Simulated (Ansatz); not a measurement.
## NiSi2/ZnS/CoSi2: conductance against the thickness of the layer

How fast does the current through NiSi2/ZnS/CoSi2 fall with each added layer? The lower electrode is NiSi2 fluorite(111), the upper one CoSi2 fluorite(111) turned by 180 degrees (type B); the barrier is ZnS wurtzite(0001) (whole bilayers). In the first transport cell, after relaxation, the nearest pair of electrode and barrier is Si–S at 2.33 Å, along the normal, at the lower face and Si–Zn at 2.48 Å, along the normal, at the upper one. All share a net of side 3.84 Å, which strains the lower electrode by +0.0 %, the upper one by +1.3 % and the barrier by -0.3 %, against typed lattice constants near PBE's. The first steps treat the bulk electrodes alone.

Method: PBE DFT, plane waves, PAW files, in the first sound run; inputs show where later runs differ, in Ansatz 0.2.0.

**1. Starting point**

It takes space group Fm-3m (No. 225, cubic). Conventional cell: a = 5.430 Å, b = 5.430 Å, c = 5.430 Å, α = 90.00°, β = 90.00°, γ = 90.00°. Nearest to Si lie 4 Ni at 2.35 Å. Nearest to Ni lie 8 Si at 2.35 Å. Farther neighbours are not listed.

Structure file:

```cif
data_structure
_symmetry_space_group_name_H-M 'Fm-3m'
_symmetry_Int_Tables_number 225
_cell_length_a 5.4303
_cell_length_b 5.4303
_cell_length_c 5.4303
_cell_angle_alpha 90.000
_cell_angle_beta 90.000
_cell_angle_gamma 90.000
_cell_volume 160.13
loop_
_atom_site_label
_atom_site_type_symbol
_atom_site_symmetry_multiplicity
_atom_site_Wyckoff_symbol
_atom_site_fract_x
_atom_site_fract_y
_atom_site_fract_z
_atom_site_occupancy
Si1 Si 8 c 0.25000 0.75000 0.75000 1
Ni1 Ni 4 a 0.00000 0.00000 0.00000 1
```

**2. Layer spacing of the electrode**

The electrode is held to the junction's net and relaxed along the normal; its spacing is used for the ideal lead layers.

input.yaml reads:

```yaml
crystal:
  lattice:
    - [3.84, 0.0, 0.0]
    - [-1.92, 3.3255375505, 0.0]
    - [0.0, 0.0, 9.4043325761]
  atoms:
    - { symbol: Si, position: [0.0, 0.0, 0.0] }
    - { symbol: Ni, position: [0.3333333333, 0.6666666667, 0.0833333333] }
    - { symbol: Si, position: [0.6666666667, 0.3333333333, 0.1666666667] }
    - { symbol: Si, position: [0.3333333333, 0.6666666667, 0.3333333333] }
    - { symbol: Ni, position: [0.6666666667, 0.3333333333, 0.4166666667] }
    - { symbol: Si, position: [0.0, 0.0, 0.5] }
    - { symbol: Si, position: [0.6666666667, 0.3333333333, 0.6666666667] }
    - { symbol: Ni, position: [0.0, 0.0, 0.75] }
    - { symbol: Si, position: [0.3333333333, 0.6666666667, 0.8333333333] }
kpoints:
  mp_grid: { grid: [12, 12, 3] }
scf:
  occupations: { method: fermi_dirac, width: 0.1 }
  max_iter: 150
hamiltonian:
  xc: pbe
relax:
  f_tol: 0.01
  max_steps: 40
  cell: { fix: [a, b, angles] }
```

The run is started by

```bash
$ ansatz run input.yaml --threads 8 --pin off --max-ram 24576MiB --backend cpu --events-out ev --progress --plain --runs-dir out
```

Numbers of over 12 decimals in the logs are rounded to 6 here.

Output:

```text
Engine: ansatz 0.2.0, x86_64-unknown-linux-gnu
Pseudopotentials: kind: paw
Pseudopotential: Si, paw, valence charge 4, recommended cutoff 420 eV (normal), Si.paw.azcp
Pseudopotential: Ni, paw, valence charge 18, recommended cutoff 420 eV (normal), Ni.paw.azcp
Functional definition: PBE
  parameter kappa = 0.804
  parameter beta = 0.066725
  exchange = pbe_x(kappa = kappa, mu = beta*pi^2/3)
  correlation = pbe_c(beta = beta)
Crystal: 9 atoms, lattice volume = 120.094 Å³
Basis set: ecut = 420 eV, 2287 PW (Γ), exchange–correlation on 54×54×128 points (8 copies of the dense FFT grid, shifted against one another)
Bands: 48, of which v1, the nominal top of the filled ones, is band 39 counted from 1 (38 counted from 0)
Symmetry: 36 space group operations
Space group: R-3m (ITA 166), of the structure as read, at distance tolerance 4.9e-5 Å
k-points: 50 of 432
Non-local potential: Si, projectors of the file, l = 0: 2, l = 1: 2, l = 2: 2
Non-local potential: Ni, projectors of the file, l = 0: 3, l = 1: 2, l = 2: 3, l = 3: 1
PAW form: soft (Blöchl's): semilocal exchange-correlation on the pseudo side does not see the compensation charge
PAW one-centre angular grid: Si, 110 points (default); XC on 64 Gauss nodes
PAW one-centre angular grid: Ni, 590 points (default); XC on 64 Gauss nodes
Initial density: superposition of atomic densities (neutral atoms: chi_scale 0, normalization atom), corrected by the library's trained network
Initial wavefunctions: pseudopotential atomic-orbital guess
Functional: x = pbe(κ = 0.804, μ = 0.219515), c = pbe(β = 0.066725)
SCF iter   1: F=—  HF=-21337.252623 eV  |F-HF|=—  |Δ(HF+E_count)|=         —  Δρ=1.04e-2  dr2=9.32e-2  ethr=1.77e-3  ⟨swp⟩=7.7  Hψ=10336  notcnv=0  defer=3
preconditioner: auto → Kerker (q_TF=auto, 2.539 Å⁻¹)  [metal: Δε(μ)=0.023 eV  Ē_g=7.331 eV  σ=0.100 eV  W_gap=0.06  n_scr=36 (ndim 8)  ℏωp=24.9 eV  f_vac=0.000  D(μ)=2.76/eV (n_scr^D=24)]
SCF iter   2: F=—  HF=-21337.243994 eV  |F-HF|=—  |Δ(HF+E_count)|=   8.63e-3  Δρ=4.22e-3  dr2=1.86e-2  ethr=1.19e-4  ⟨swp⟩=2.0  Hψ=3009  notcnv=0  defer=3
SCF iter   3: F=—  HF=-21337.242059 eV  |F-HF|=—  |Δ(HF+E_count)|=   1.93e-3  Δρ=5.37e-4  dr2=2.74e-4  ethr=2.38e-5  ⟨swp⟩=1.3  Hψ=2550  notcnv=0  defer=4
SCF iter   4: F=—  HF=-21337.242211 eV  |F-HF|=—  |Δ(HF+E_count)|=   1.52e-4  Δρ=1.99e-4  dr2=6.31e-5  ethr=3.51e-7  ⟨swp⟩=2.1  Hψ=4300  notcnv=0  defer=4
SCF iter   5: F=—  HF=-21337.242202 eV  |F-HF|=—  |Δ(HF+E_count)|=   8.60e-6  Δρ=2.08e-4  dr2=3.77e-5  ethr=8.09e-8  ⟨swp⟩=2.0  Hψ=3766  notcnv=0  defer=4
SCF iter   6: F=—  HF=-21337.242205 eV  |F-HF|=—  |Δ(HF+E_count)|=   2.70e-6  Δρ=7.05e-5  dr2=5.38e-6  ethr=4.83e-8  ⟨swp⟩=2.0  Hψ=3339  notcnv=0  defer=4
SCF iter   7: F=—  HF=-21337.242206 eV  |F-HF|=—  |Δ(HF+E_count)|=   1.71e-6  Δρ=1.17e-5  dr2=2.37e-7  ethr=6.89e-9  ⟨swp⟩=2.0  Hψ=3258  notcnv=0  defer=4
SCF iter   8: F=-21337.242207 eV  HF=-21337.242207 eV  |F-HF|=2.44e-9  |Δ(HF+E_count)|=   1.48e-7  Δρ=2.72e-6  dr2=1.45e-8  ethr=1.28e-10  ⟨swp⟩=4.1  Hψ=8490  notcnv=0
SCF 1 converged in 8 iterations: F = -21337.242207 eV  dr2 = 1.45e-8
  greatest PAW one-centre occupation: 1.000 electrons in one spin orbital (limit 2), on the Ni atom at site 7 (counted from 0), in its partial waves of l = 1
relax step   1: F+E_penalty+E_count = -21337.24220659 eV  Δ(F+E_penalty+E_count) = +0.000e0 eV  max|allowed force component| = 3.279e-2 eV/Å  Δτ_max = 0.0000 Å  P = +1.161 GPa  Ω = 120.094 Å³  fix = [a, b, alpha, beta, gamma]  reactions: a +0.713, b +0.713 GPa  (8 SCF iters, dr2 threshold 1.00e-7 eV, accepted)
Crystal: 9 atoms, lattice volume = 120.669 Å³
Basis set: ecut = 420 eV, 2323 PW (Γ), exchange–correlation on 54×54×128 points (8 copies of the dense FFT grid, shifted against one another)
Initial density: handed on by an earlier stage of this run
Initial wavefunctions: those handed on with the density
iter 1 solved again at ethr=9.69e-7 eV; its pass at ethr=3.10e-3 eV (dr2=7.56e-4 eV) is discarded
SCF iter   1: F=—  HF=-21337.248298 eV  |F-HF|=—  |Δ(HF+E_count)|=         —  Δρ=9.92e-4  dr2=6.29e-4  ethr=9.69e-7  ⟨swp⟩=2.2  Hψ=11006  notcnv=0
preconditioner: auto → Kerker (q_TF=auto, 2.537 Å⁻¹)  [metal: Δε(μ)=0.019 eV  Ē_g=7.325 eV  σ=0.100 eV  W_gap=0.05  n_scr=36 (ndim 8)  ℏωp=24.8 eV  f_vac=0.002  D(μ)=2.71/eV (n_scr^D=24)]
SCF iter   2: F=—  HF=-21337.248177 eV  |F-HF|=—  |Δ(HF+E_count)|=   1.22e-4  Δρ=4.06e-4  dr2=1.28e-4  ethr=8.07e-7  ⟨swp⟩=1.1  Hψ=2476  notcnv=0
SCF iter   3: F=—  HF=-21337.248158 eV  |F-HF|=—  |Δ(HF+E_count)|=   1.81e-5  Δρ=1.87e-4  dr2=3.25e-5  ethr=1.64e-7  ⟨swp⟩=1.0  Hψ=2418  notcnv=0
SCF iter   4: F=—  HF=-21337.248156 eV  |F-HF|=—  |Δ(HF+E_count)|=   2.19e-6  Δρ=9.12e-5  dr2=9.64e-6  ethr=4.16e-8  ⟨swp⟩=2.2  Hψ=3499  notcnv=0
iter 5 did not close the SCF: its close was put off for the readings that it lacked (scf_convergence_deferred on its scf_iter line)
SCF iter   5: F=-21337.248157 eV  HF=-21337.248157 eV  |F-HF|=4.14e-8  |Δ(HF+E_count)|=   2.76e-7  Δρ=1.64e-5  dr2=4.60e-7  ethr=1.24e-8  ⟨swp⟩=1.8  Hψ=3169  notcnv=0
SCF iter   6: F=-21337.248157 eV  HF=-21337.248157 eV  |F-HF|=4.38e-9  |Δ(HF+E_count)|=   1.93e-7  Δρ=7.10e-6  dr2=5.70e-8  ethr=5.90e-10  ⟨swp⟩=2.8  Hψ=8841  notcnv=0
SCF 2 converged in 6 iterations: F = -21337.248157 eV  dr2 = 5.70e-8
relax step   2: F+E_penalty+E_count = -21337.24815675 eV  Δ(F+E_penalty+E_count) = -5.950e-3 eV  max|allowed force component| = 1.990e-2 eV/Å  Δτ_max = 0.0049 Å  P = +0.465 GPa  Ω = 120.669 Å³  energy of the carried Pulay correction = -1.587e-4 eV  fix = [a, b, alpha, beta, gamma]  reactions: a +0.236, b +0.236 GPa  (6 SCF iters, dr2 threshold 9.00e-7 eV, accepted)
Crystal: 9 atoms, lattice volume = 121.165 Å³
Basis set: ecut = 420 eV, 2335 PW (Γ), exchange–correlation on 54×54×128 points (8 copies of the dense FFT grid, shifted against one another)
iter 1 solved again at ethr=7.64e-7 eV; its pass at ethr=3.10e-3 eV (dr2=5.96e-4 eV) is discarded
SCF iter   1: F=—  HF=-21337.249874 eV  |F-HF|=—  |Δ(HF+E_count)|=         —  Δρ=8.74e-4  dr2=4.76e-4  ethr=7.64e-7  ⟨swp⟩=2.2  Hψ=10989  notcnv=0
preconditioner: auto → Kerker (q_TF=auto, 2.535 Å⁻¹)  [metal: Δε(μ)=0.044 eV  Ē_g=7.297 eV  σ=0.100 eV  W_gap=0.11  n_scr=36 (ndim 8)  ℏωp=24.8 eV  f_vac=0.002  D(μ)=2.69/eV (n_scr^D=24)]
SCF iter   2: F=—  HF=-21337.249773 eV  |F-HF|=—  |Δ(HF+E_count)|=   1.00e-4  Δρ=3.63e-4  dr2=1.00e-4  ethr=6.10e-7  ⟨swp⟩=1.1  Hψ=2476  notcnv=0
SCF iter   3: F=—  HF=-21337.249762 eV  |F-HF|=—  |Δ(HF+E_count)|=   1.17e-5  Δρ=1.65e-4  dr2=2.56e-5  ethr=1.29e-7  ⟨swp⟩=1.0  Hψ=2400  notcnv=0
SCF iter   4: F=—  HF=-21337.249760 eV  |F-HF|=—  |Δ(HF+E_count)|=   1.19e-6  Δρ=8.16e-5  dr2=7.75e-6  ethr=3.29e-8  ⟨swp⟩=2.2  Hψ=3626  notcnv=0
iter 5 did not close the SCF: its close was put off for the readings that it lacked (scf_convergence_deferred on its scf_iter line)
SCF iter   5: F=-21337.249761 eV  HF=-21337.249761 eV  |F-HF|=3.75e-8  |Δ(HF+E_count)|=   2.66e-7  Δρ=1.50e-5  dr2=3.75e-7  ethr=9.94e-9  ⟨swp⟩=1.8  Hψ=3233  notcnv=0
SCF iter   6: F=-21337.249761 eV  HF=-21337.249761 eV  |F-HF|=5.68e-10  |Δ(HF+E_count)|=   1.63e-7  Δρ=7.02e-6  dr2=5.41e-8  ethr=4.80e-10  ⟨swp⟩=2.9  Hψ=8591  notcnv=0
SCF 3 converged in 6 iterations: F = -21337.249761 eV  dr2 = 5.41e-8
relax step   3: F+E_penalty+E_count = -21337.24976079 eV  Δ(F+E_penalty+E_count) = -1.604e-3 eV  max|allowed force component| = 1.782e-3 eV/Å  Δτ_max = 0.0049 Å  P = -0.119 GPa  Ω = 121.165 Å³  energy of the carried Pulay correction = -2.952e-4 eV  fix = [a, b, alpha, beta, gamma]  reactions: a -0.178, b -0.178 GPa  (6 SCF iters, dr2 threshold 9.00e-7 eV, accepted)
Initial wavefunctions: pseudopotential atomic-orbital guess (no wavefunctions were taken with the density)
iter 1 solved again at ethr=3.71e-6 eV; its pass at ethr=3.10e-3 eV (dr2=2.90e-3 eV) is discarded
SCF iter   1: F=—  HF=-21337.249889 eV  |F-HF|=—  |Δ(HF+E_count)|=         —  Δρ=2.01e-4  dr2=1.08e-6  ethr=3.71e-6  ⟨swp⟩=2.8  Hψ=15269  notcnv=0
eigensolver tolerance schedule: the retry pair's looser diagonalisation over-reported the residual by 2694.11 of it (diagonalisation noise at an unbounded share of the residual, at the tolerance the schedule requests for it); recorded, not acted on — ethr = c·dr2/N_el stays at c = 1.0e-1
SCF iter   2: F=—  HF=-21337.250017 eV  |F-HF|=—  |Δ(HF+E_count)|=   1.27e-4  Δρ=1.02e-4  dr2=2.88e-7  ethr=1.38e-9  ⟨swp⟩=2.9  Hψ=4922  notcnv=0
SCF iter   3: F=—  HF=-21337.250077 eV  |F-HF|=—  |Δ(HF+E_count)|=   6.02e-5  Δρ=4.05e-6  dr2=1.59e-8  ethr=3.70e-10  ⟨swp⟩=1.0  Hψ=2404  notcnv=0
SCF iter   4: F=—  HF=-21337.250077 eV  |F-HF|=—  |Δ(HF+E_count)|=   5.02e-9  Δρ=1.12e-6  dr2=2.62e-9  ethr=2.04e-11  ⟨swp⟩=2.3  Hψ=3227  notcnv=0
SCF iter   5: F=—  HF=-21337.250077 eV  |F-HF|=—  |Δ(HF+E_count)|=   1.52e-9  Δρ=5.23e-7  dr2=5.97e-10  ethr=3.36e-12  ⟨swp⟩=2.1  Hψ=3494  notcnv=0
SCF iter   6: F=-21337.250077 eV  HF=-21337.250077 eV  |F-HF|=7.28e-12  |Δ(HF+E_count)|=  4.73e-10  Δρ=7.23e-8  dr2=5.76e-12  ethr=1.00e-12  ⟨swp⟩=3.0  Hψ=9712  notcnv=0
SCF 4 converged in 6 iterations: F = -21337.250077 eV  dr2 = 5.76e-12
relax step   4: F+E_penalty+E_count = -21337.25007692 eV  Δ(F+E_penalty+E_count) = -3.161e-4 eV  max|allowed force component| = 1.819e-3 eV/Å  Δτ_max = 0.0000 Å  P = -0.118 GPa  Ω = 121.165 Å³  fix = [a, b, alpha, beta, gamma]  reactions: a -0.178, b -0.178 GPa  stress off target by 2.65e-3 GPa on what of the cell is left free  SCF on the basis re-selected at this cell (its energy is not comparable with the rows above)  (6 SCF iters)
basis re-selected at this cell: Δ(F+E_penalty+E_count) = -3.161e-4 eV, ΔP = +0.001 GPa vs the last step (what re-selecting the basis moved, of the pressure what is left beyond the Pulay correction that the steps carried, after the strain that the cell walked since its last selection, with what the two solves' SCF thresholds leave and, on support functions, any second-order correction that the steps lacked; it is no m [...]
SCF converged after 6 iterations
Free energy (F): -21337.250077 eV
Harris-Foulkes:  -21337.250077 eV  (|F-HF|=7.28e-12)
Internal energy: -21337.161385 eV  (E = F + TS)
E sigma→0 (E₀):  -21337.205731 eV
Entropy (-TS):   -0.088692 eV (-9.855 meV/atom)
Fermi energy:    12.854145 eV
--- Per-component energies (eV) ---
  E_band       = -1054.656557
  E_kinetic    = 1107.518585
  E_local      = -14804.914070  (includes V_loc(G=0)·N_el)
  E_nonlocal   = 2038.793481
  E_hartree    = 6399.499202
  E_xc         = -596.351412
  E_vxc        = -623.499590  (∫ρ·V_xc dr)
  E_paw        = -7954.306847  (= ΣΔE_a)
  E_vpaw       = -1571.555134  (= ΣTr[D̂ρ^β])
  E_aug_tail   = 0.001692  (compensation charges beyond the density's cutoff)
  E_ewald      = -7527.402015
  E_smearing   = -0.088692  (= −TS)
  E_closure    = -0.000000  (closes the sum)
  Σ components = -21337.250077   (vs F -21337.250077, Δ=0.00e0)
--- Forces (eV/Å), atoms counted from 1 ---
  atom   1  Si    -0.00000000    -0.00000000    -0.00181871
  atom   2  Ni     0.00000000     0.00000000     0.00000000
  atom   3  Si    -0.00000000     0.00000000     0.00181871
  atom   4  Si    -0.00000000    -0.00000000    -0.00181871
  atom   5  Ni     0.00000000     0.00000000    -0.00000000
  atom   6  Si     0.00000000     0.00000000     0.00181871
  atom   7  Si     0.00000000    -0.00000000    -0.00181871
  atom   8  Ni    -0.00000000    -0.00000000     0.00000000
  atom   9  Si     0.00000000     0.00000000     0.00181871
  max |Σ_I F_I| component: 3.39e-17 eV/Å
--- Stress (GPa, compression-positive) ---
       -0.177885       0.000000       0.000000
       -0.000000      -0.177885       0.000000
        0.000000       0.000000       0.002655
  P = ⅓ Tr σ = -0.1177 GPa (-1.177 kbar)
--- Relaxed structure (3 steps of the walk, 3 accepted, 1 SCFs on fresh bases) ---
  F+E_penalty+E_count = -21337.25007692 eV   max|allowed force component| = 1.819e-3 eV/Å   (the final SCF, on the basis selected at the relaxed cell)
  cell:  # Å, volume = 121.1654 Å³
    - [3.840000, 0, 0]
    - [-1.920000, 3.325538, 0]
    - [0, 0, 9.488240]
  atoms:
    - { symbol: Si, position: [0, 0, -0.00103581] }
    - { symbol: Ni, position: [0.333333, 0.666667, 0.083333] }
    - { symbol: Si, position: [0.666667, 0.333333, 0.167702] }
    - { symbol: Si, position: [0.333333, 0.666667, 0.332298] }
    - { symbol: Ni, position: [0.666667, 0.333333, 0.416667] }
    - { symbol: Si, position: [0, 0, 0.501036] }
    - { symbol: Si, position: [0.666667, 0.333333, 0.665631] }
    - { symbol: Ni, position: [0, 0, 0.750000] }
    - { symbol: Si, position: [0.333333, 0.666667, 0.834369] }
```

It took 8 s on 8 threads of Intel Xeon 6975P-C (Granite Rapids), shared host; peak memory 0.79 GiB.

This run has no spin polarisation, although Ni can carry a moment.

The steps of the relaxation:

```tsv
step	energy less that of the first step (eV)	largest force component (eV/Å)	pressure (GPa)	volume (Å³)
1	0.0000	0.0328	1.16	120.09
2	-0.0060	0.0199	0.46	120.67
3	-0.0076	0.0018	-0.12	121.17
4*	-0.0079	0.0018	-0.12	121.17
```

Relaxation steps marked * repeat the geometry before them on a plane-wave basis chosen anew for their cell, so energy and pressure can jump there.

The run keeps the 36 symmetry operations that it works with, so distortions that break them were not tested.

```tsv
cell as run	before	after	change
a (Å)	3.840	3.840	-0.0 %
b (Å)	3.840	3.840	-0.0 %
c (Å)	9.404	9.488	+0.9 %
volume (Å³/atom)	13.34	13.46	+0.9 %
```

Numbers from this step:

- free energy: -21337.2501 eV
- Fermi energy: 12.85 eV
- pressure: -0.1177 GPa

The relaxation ends with a largest force component of 0.0018 eV/Å.

[end of part 1 of 5]

[Logs are printed without paths, hosts, clocks, repeated set-up lines and the standing remarks that a program may print on its own settings, such as how far it seeks lower states.]

[Hosts, paths, dates, database ids (printed as entryN), source tags and the programs' standing remarks are cut or masked in the printed files.]
